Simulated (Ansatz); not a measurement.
Level: PBE, no spin polarisation; 420 eV; 5×5×5 Γ-centred mesh; fermi-dirac occupations (width 0.1 eV); Ansatz 0.2.0, fixed geometry.

Computed maps in the lattice plane spanned by a (left to right, 5.62 Å, 17 points from zero) and b (bottom to top, 5.62 Å, 17 points from zero), 90° apart, at height 0.000 along c. The fields are smooth PAW ones with compensation charges, not the true ones near nuclei.

Valence density. Digits on a logarithmic scale: 0 up to 0.03 e/Å³, each further digit a factor of 1.6, 9 from 1.3 e/Å³ up:
```
99854321000124589
98654322111234568
55544433222334455
44444444444444444
22334555555554433
11234567887654322
00124579999754321
00124589999854210
00124589999854210
01234579999754210
12234567887654321
23344555555554332
44444444444444444
55544332223344455
98654321112234568
99854210001234589
99954210000124599
```

Problem. The cell is ZnSnP2. Which atoms lie within 0.2 Å of this plane, and where (fractions of a and b)?

Solution. Sn at (0.50, 0.50), Zn at (0.00, 0.00). The whole cell:
```
CELL_PARAMETERS angstrom
0.00000 5.61876 0.00000
5.61876 0.00000 0.00000
2.80938 2.80938 -5.53644
ATOMIC_POSITIONS crystal
Sn 0.50000 0.50000 0.00000
Sn 0.25000 0.75000 0.50000
Zn 0.00000 0.00000 0.00000
Zn 0.75000 0.25000 0.50000
P 0.37500 0.38900 0.75000
P 0.61100 0.12500 0.25000
P 0.87500 0.86100 0.75000
P 0.13900 0.62500 0.25000
```

Origin: a known structure type with other elements, at an estimated volume, so it need not be a known compound. Caveats: atoms or cell far from equilibrium.
